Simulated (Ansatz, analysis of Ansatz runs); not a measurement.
# Reproducing a measured charge-transition level: interstitial Mn in Si, part 2 of 2

Subject: interstitial Mn in Si. Wanted: its charge-transition level, in one set-up (r2SCAN, 64-site cell, r2SCAN lattice, 500 eV, k: the single point 1/4 1/4 1/4 then 2x2x2 shifted 0.5 0.5 0.5). The model is a cell of 64 host atoms with 1 Mn put in. The level is the Fermi energy at which two charge states have equal formation energy, after a correction for the images of the charge. A meta-GGA costs about twice a GGA and mends lattice constants and part of the gap.

Ansatz 0.2.0; r2SCAN, 64-site cell, r2SCAN lattice, 500 eV, k: the single point 1/4 1/4 1/4 then 2x2x2 shifted 0.5 0.5 0.5.

So far: The structure; Relaxation, charge +1.

### 2. Relaxation, charge +1 (continued)

Level of this step: plane-wave PAW DFT, r2SCAN; relaxation of all atoms of a defect supercell (Ansatz).

The steps of the relaxation:

```
step  energy less that of the first step (eV)  largest force component (eV/Å)
   1                                   0.0000                          1.0330
   2                                  -0.4208                          0.3823
   3                                  -0.3802                          0.5996
   4                                  -0.4582                          0.0332
   5                                  -0.4586                          0.0150
```

Relaxation step 3 was tried and not accepted.

The atoms that moved most (Å, from the sites as typed, ahead of the random displacement, the mean shift of all atoms taken out):

```
atom      dx      dy      dz  length
Si50  -0.043   0.079  -0.044   0.100
Si49  -0.043  -0.044   0.077   0.099
Si51   0.077  -0.044  -0.043   0.099
Si32  -0.047   0.034  -0.047   0.075
 Si8  -0.047  -0.047   0.034   0.075
Si48   0.034  -0.047  -0.047   0.075
Si54  -0.005   0.048  -0.005   0.049
Si53  -0.005  -0.005   0.047   0.048
```

Neighbours of Mn65 at the end:

```
atom  distance (Å)
Si52         2.388
Si50         2.452
Si49         2.455
Si51         2.455
Si23         2.719
Si61         2.720
Si38         2.724
Si54         2.766
Si53         2.768
Si55         2.768
```

This step gave:

| Property | Result |
| --- | --- |
| free energy | -44809.4940 eV |
| total moment | 4 μB |
| integral of the absolute spin density | 4.879 μB |
| spin contamination | 0.2273 |

The series, run alike:

```
                  run    outcome  energy less the first (eV)  moment (μB)     time
relaxation, charge +1  converged                      0.0000         4.00    6 min
 relaxation, charge 0  converged                      6.9100         3.00  8.1 min
```

The relaxation ends 7.1 meV an atom lower than the displaced start, with a largest force component of 0.015 eV/Å.

### 3. Single point, charge +1

The relaxed structure is kept, and the final numbers are taken at the final level and k-points.

This step: plane-wave PAW DFT, r2SCAN; single point of a defect supercell.

point0/input.yaml

```yaml
crystal:
  lattice:
    - [10.88847935, 0.0, 0.0]
    - [0.0, 10.88847935, 0.0]
    - [0.0, 0.0, 10.88847935]
  atoms:
    - { symbol: Si, position: [3.1289e-05, 0.000273522, 0.249359237] }
    - { symbol: Si, position: [0.000539249, 0.249337239, 0.000496535] }
[... 20 atom lines left out ...]
    - { symbol: Si, position: [0.37522862, 0.624607929, 0.124555829] }
[... 14 atom lines left out ...]
    - { symbol: Si, position: [0.624399513, 0.37537212, 0.124562935] }
[... 10 atom lines left out ...]
    - { symbol: Si, position: [0.495901226, 0.495998875, 0.257117158] }
    - { symbol: Si, position: [0.49582589, 0.757322052, -0.003987545] }
    - { symbol: Si, position: [0.756914564, 0.496072427, -0.003935552] }
    - { symbol: Si, position: [0.751672783, 0.751944626, 0.25187901] }
    - { symbol: Si, position: [0.624353436, 0.624578658, 0.379378838] }
    - { symbol: Si, position: [0.624350599, 0.879518824, 0.124559] }
    - { symbol: Si, position: [0.879163234, 0.624587266, 0.1245719] }
[... 4 atom lines left out ...]
    - { symbol: Si, position: [0.749966442, 0.750218595, 0.750920292] }
    - { symbol: Si, position: [0.62435133, 0.62461789, 0.875394428] }
[... 3 atom lines left out ...]
    - { symbol: Mn, position: [0.624941954, 0.625529894, 0.125203336], spin: 4.0 }
  host:
    repeats: [2, 2, 2]
    atoms:
      - { symbol: Si, position: [0.0, 0.0, 0.5] }
      - { symbol: Si, position: [0.0, 0.5, 0.0] }
      # ... 6 more atoms of the perfect host
total_charge: 1
basis:
  ecutwfc: 500
  xc_grid: 2
hamiltonian:
  xc: r2scan
kpoints:
  mp_grid: { grid: [2, 2, 2], shift: [0.5, 0.5, 0.5] }
magnetization:
  spin_polarized: true
  initial_magnetization: 4
  spin_locking: { lock_magnetization: hard }
scf:
  occupations: { method: fermi_dirac, width: 0.01 }
  max_iter: 120
output:
  forces: true
  charged_corrections:
    epsilon: 13.32
    static_epsilon: 13.32
    defect_position: [0.625, 0.625, 0.125]
  eigenvalues: true
checkpoint:
  read: "../relax0.run"
  write: "../point0.run"
  compress: false
  write_wavefunctions: true
  write_every: 100000
```

On the command line:

```
ansatz run input.yaml --threads 4 --pin off --max-ram 7536MiB --backend cpu --events-out ev --progress --plain --runs-dir out
```

Numbers of over 12 decimals in the logs are rounded to 6 here.

The log of the run:

```text
[...]
Crystal: 65 atoms, lattice volume = 1290.927 Å³
Basis set: ecut = 500 eV, 32795 PW (Γ), exchange–correlation on 160×160×160 points (8 copies of the dense FFT grid, shifted against one another)
Bands: 202, of which v1, the nominal top of the filled ones, is band 135 counted from 1 (134 counted from 0)
Symmetry: 1 space group operations
[...]
k-points: 4 of 8 (time reversal used)
[...]
Stability of the state it starts from, as read at its close in the collinear treatment: not read, because the mixer in use, unlike msr1, does not test its closes by its own steps (another_mixer); its run was given moments
Starting moments: Σ|m| = 4 μB on 1 of 65 sites; this step starts from the density that it was given
[...]
[... 20 atoms left out ...]
  atom  23  Si    -0.00764679    -0.02517343    -0.02595509
  [... 14 atoms left out ...]
  atom  38  Si    -0.02558294    -0.00530433    -0.02554908
  [... 10 atoms left out ...]
  atom  49  Si     0.02749159     0.03373020     0.06177095
  atom  50  Si     0.02923037     0.05907857     0.02973900
  atom  51  Si     0.06104006     0.03058611     0.03001456
  atom  52  Si     0.14079024     0.14259930     0.14195918
  atom  53  Si    -0.08414474    -0.08395695    -0.00713183
  [... 1 atom left out ...]
  atom  55  Si    -0.00629522    -0.08432254    -0.08338366
  [... 5 atoms left out ...]
  atom  61  Si    -0.02636556    -0.02298982    -0.00609917
  [... 3 atoms left out ...]
  atom  65  Mn    -0.08836412    -0.10363478    -0.09140542
  max |Σ_I F_I| component: 2.00e-3 eV/Å
--- Charged-cell corrections in eV (Makov–Payne, q = +1.000 e, ε = 13.320) ---
[...]
E_corr1          = +0.140849  (monopole, q²α_M/2εL)
[...]
--- Band table (eV; the first three rows and the last of 8) ---
[...]
[... further k-points left out ...]
[key lines of the parts left out:]
SCF converged after 10 iterations
Magnetization: 4.0000 μB (137.0000 up, 133.0000 down)
Free energy (F): -44809.397648 eV
Fermi energy:    6.797040 (↑ 6.646282, ↓ 6.797040) eV
```

Wall time 4.5 min (4 threads of Arm Neoverse V1, shared host); peak memory 6.9 GiB; 16 min of CPU time.

Read from the output:

| Item | Value |
| --- | --- |
| free energy | -44809.3976 eV |
| total moment | 4 μB |
| integral of the absolute spin density | 4.778 μB |
| spin contamination | 0.2183 |

The other runs of this kind differ in structure, charge or spin alone:

```
                    run    outcome  energy less the first (eV)  moment (μB)     time
single point, charge +1  converged                      0.0000         4.00  4.5 min
 single point, charge 0  converged                      6.8848         3.00  5.1 min
```

### 4. Charge-transition levels

A charged cell feels its images and has its own zero of potential; this step corrects both and places the level between the host's band edges.

This step: place-levels on r2SCAN runs: charge-transition levels with image-charge correction and potential alignment at the atomic sites.

levels.yaml

```yaml
host:
  run: host.point.run
states: [point0.run, point1.run]
geometry_from:
  point0.run: relax0.run
  point1.run: relax1.run
  host.point.run: host.relax.run
```

On the command line:

```
ansatz place-levels levels.yaml -- --threads 4 --pin off --max-ram 7536MiB
```

The log of the run:

```text
(+1/0) 0.461 eV above the valence edge, 0.296 eV under the conduction edge
  edges by r2scan, gap 0.757 eV; the host is sampled to repeats of 30.80 Å
  the defect's cells are sampled to repeats of 30.80 Å, like sampling
  charge +1: -44809.0641 eV with its correction of +0.334 eV, at epsilon 13.32, aligned at sites: +0.1927 eV, mean over 34 atomic sites at or beyond 5.44 Å from the defect at [0.6250, 0.6250, 0.1250], with +0.000000 for the charge's moments and without [...]
  charge 0: +0.000 eV for its dipole among its images, +0.001 omitted
  of states[0] (point0.run): how wide its charge is, is not read beside other atoms or cores, and a band state would take no correction. [...]
  of states[1] (point1.run): stability_check_not_made
```

Elapsed: 0.17 s, on 4 threads.

Read from the output:

```yaml
gap: 0.7570 eV
```

### 5. Results

```yaml
static_dielectric_constant_used: 13.3
band_gap_of_the_host: 0.76 eV
plus_1_over_0_level_below_the_conduction_band_bottom: 0.30 eV
time_of_the_whole_chain: 24 min on 4 threads
```

In words: (+1/0) level below the conduction-band bottom: computed 0.30 eV, measured 0.42 eV; 0.12 eV shallower than the measurement. The level is counted in a gap of 0.76 eV, and the correction is screened by a dielectric constant of 13.3 from a linear-response run on the host (PBEsol). Levels hang on the band edges, which semilocal functionals place too close together.

[Logs are printed without paths, hosts, clocks, repeated set-up lines and the standing remarks that a program may print on its own settings, such as how far it seeks lower states.]

[Hosts, paths, dates, database ids (printed as entryN), source tags and the programs' standing remarks are cut or masked in the printed files.]

[For some hosts the program warned that the k-mesh of the response run may be too coarse for force constants and the static dielectric constant; such warnings are not shown here.]
